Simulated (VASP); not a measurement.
Here is a VASP 6.6.1 calculation.

File INCAR:

```
  PREC = Accurate
  ENCUT = 600
  EDIFF = 1E-7
  ISMEAR = 1
  SIGMA = 0.1
  LREAL = False
  LASPH = True
  NELM = 80
  ALGO = Normal
  ISIF = 3
  LWAVE = False
  LCHARG = False
  METAGGA = R2SCAN
  LMIXTAU = True
  IBRION = 2
  NSW = 90
  EDIFFG = -0.005
```

File KPOINTS:

```
regular mesh
0
Gamma
  16 16 16
```

The input POSCAR:

```
W                                       
1.0
   -1.5864800861      1.5864800861      1.5864800861
    1.5864800861     -1.5864800861      1.5864800861
    1.5864800861      1.5864800861     -1.5864800861
  W             
     1
Direct
     0.0000000000000000    0.0000000000000000    0.0000000000000000
```

Potentials or basis: VASP PAW PBE potentials, release 64 (W_sv).

The run is started by

```bash
$ cat potpaw_PBE.64/W_sv/POTCAR > POTCAR
$ mpirun -np 1 vasp_std > vasp.out
```

Problem. Estimate the band gap on the k mesh.

Solution. None (metal or under the smearing width).

Final structure:
```
CELL_PARAMETERS angstrom
-1.58648 1.58648 1.58648
1.58648 -1.58648 1.58648
1.58648 1.58648 -1.58648
ATOMIC_POSITIONS crystal
W 0.00000 0.00000 0.00000
```

Caveat: the relaxation stopped at its first step, so nothing moved. The run has no spin-orbit coupling, so splittings on W are missing.
